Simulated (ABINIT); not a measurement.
Crystal: Ge.

```xyz
1
Lattice="1.3971 -2.6005 0.0000 1.3971 2.6005 0.0000 0.0000 0.0000 2.6982" Properties=species:S:1:pos:R:3 pbc="T T T"
Ge    1.3971    0.0000    0.0000
```

This isn't the form of Ge at room conditions, which is diamond.

| Property | Result |
| --- | --- |
| Program | ABINIT 10.8.3 (patched build) |
| Task | relaxation of cell and atoms |
| Functional | PBE |
| Dispersion | D2 |
| Potentials or basis | JTH PAW PBE v2.0 |
| Cutoff | 599 eV |
| k mesh | 11 × 11 × 10 |
| Occupations | fermi-dirac, width 0.05 eV |
| Spin | no spin polarisation |

At the start: pressure -4.2 GPa; volume 19.61 Å³/atom.

Q: Where does the relaxation end?

A: Over 6 steps the energy falls by 21.5 meV/atom and the volume is 18.32 Å³/atom (-6.6 %); space group Cmmm (No. 65, to 0.05 Å).

Step by step:
```csv
step,energy change (eV),largest force (eV/Å),pressure (GPa),volume (Å³)
1,0.0000,0.0000,-4.19,19.61
2,-0.0067,0.0000,-3.48,19.36
3,-0.0207,0.0000,0.72,18.18
4,-0.0213,0.0000,0.08,18.31
5,-0.0215,0.0000,-0.05,18.33
6,-0.0215,0.0000,-0.01,18.32
```

Final structure:
```yaml
crystal:
  lattice:
    - [1.39208, -2.48498, 0.00000]
    - [1.39208, 2.48498, 0.00000]
    - [0.00000, 0.00000, 2.64768]
  atoms:
    - { symbol: Ge, position: [0.50000, 0.50000, 0.00000] }
```

Caveat: pairwise dispersion overbinds metals, which lowers pressure and volume.
